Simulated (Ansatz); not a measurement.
**AlGa₃N₄ (P-43m), zone-centre modes**

Method: Ansatz 0.2.0, DFT r2SCAN, scalar-relativistic, plane waves, PAW. Cutoff 500 eV, Γ-centred 6×6×6 k-points, Gaussian smearing of 0.05 eV. No spin polarisation.

Reference structure (relaxed at this level; it needn't be the usual structure):

```
CELL_PARAMETERS angstrom
4.46534 0.00000 0.00000
0.00000 4.46534 0.00000
0.00000 0.00000 4.46534
ATOMIC_POSITIONS crystal
Al 0.00000 0.00000 0.00000
Ga 0.50000 0.50000 0.00000
Ga 0.50000 0.00000 0.50000
Ga 0.00000 0.50000 0.50000
N 0.75535 0.75535 0.24465
N 0.75535 0.24465 0.75535
N 0.24465 0.75535 0.75535
N 0.24465 0.24465 0.24465
```

Harmonic modes by finite displacements of 0.02 Å, without the LO–TO term.

Task: At this geometry, is the structure stable against these modes?

Result: Yes: no mode is imaginary beyond 10 cm⁻¹, and only the three translations lie near zero.

Task: List the wavenumbers in cm⁻¹.

Result: 0, 0, 0, 196, 196, 196, 242, 242, 242, 420, 420, 420, 572, 572, 572, 607, 607, 607, 662, 662, 662, 692, 692, 712.